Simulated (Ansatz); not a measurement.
**Ag under pressure: fit and missing row**

Ag, Im-3m, a = 3.225 Å. This isn't the element's structure at ambient conditions. Ansatz: PBEsol, PAW, 420 eV, Γ-centred 18×18×18 mesh on 1 atom, Gaussian smearing 0.10 eV; no spin polarisation. Cell and atoms are relaxed at each pressure, and no other structure is tried, so the rows at high pressure may lie past a change of phase.

```tsv
V (Å³/atom)	P (GPa)
?	90.01
13.350	49.99
14.520	24.96
15.443	11.99
16.248	4.00
16.632	1.00
16.773	0.01
16.917	-0.94
```

Task: Take V0 = 16.773 Å³/atom, count pressures from its P0 = 0.01 GPa, fit the third-order Birch–Murnaghan form to the other rows, and predict the missing volume.

Result: With the Eulerian strain f = ½[(V0/V)^(2/3) − 1] and y = (P − P0)/[3f(1 + 2f)^(5/2)], the form is the line y = B0 + 1.5 B0 (B0′ − 4) f. Rows (f, y): 0.08218, 138.6; 0.05047, 129.6; 0.02831, 122.9; 0.01071, 117.8; 0.00282, 115.4; -0.00284, 113.1. Means f = 0.02861, y = 122.90; Σ(Δf)² = 0.005322, ΣΔfΔy = 1.580; the slope is their ratio. y = 114.4 + 296.9 f GPa, so B0 = 114.4 GPa and B0′ = 4 + 2 × (296.9)/(3 × 114.4) = 5.73. P = 90.01 GPa is met at f = 0.11812 (y = 149.47), so V = V0 (1 + 2f)^(−3/2) = 12.203 Å³/atom. The run gave 12.193 Å³/atom, so the fit is 0.010 Å³/atom too high, a small miss on the scale of the series. The form still works here, 79 % of the fitted range beyond its end.

The mesh isn't the same in all rows (18×18×18, 20×20×20).

The finite-strain line rises from every row to the next more compressed one, so bcc silver stiffens faster than a second-order Birch–Murnaghan solid, as the fitted B0′ of 5.73 expresses. The likely reason is the filled 4d shell: as the atoms are pushed together, closed-shell overlap repulsion grows steeply, while the sp electrons that provide much of the cohesion respond more gently.

The slope rests mainly on the most compressed rows, since near zero strain y is a ratio of two small quantities and magnifies any error in pressure or volume. The predicted volume being slightly too large means that the computed solid is a little softer at the far end than the line implies. This may reflect a higher-order strain term, but a single miss this small can't establish one. Nor does a smooth equation of state show that the lattice is mechanically stable: bcc noble metals are typically soft or unstable against tetragonal shear towards fcc, a distortion that uniform compression of a cubic cell doesn't probe.
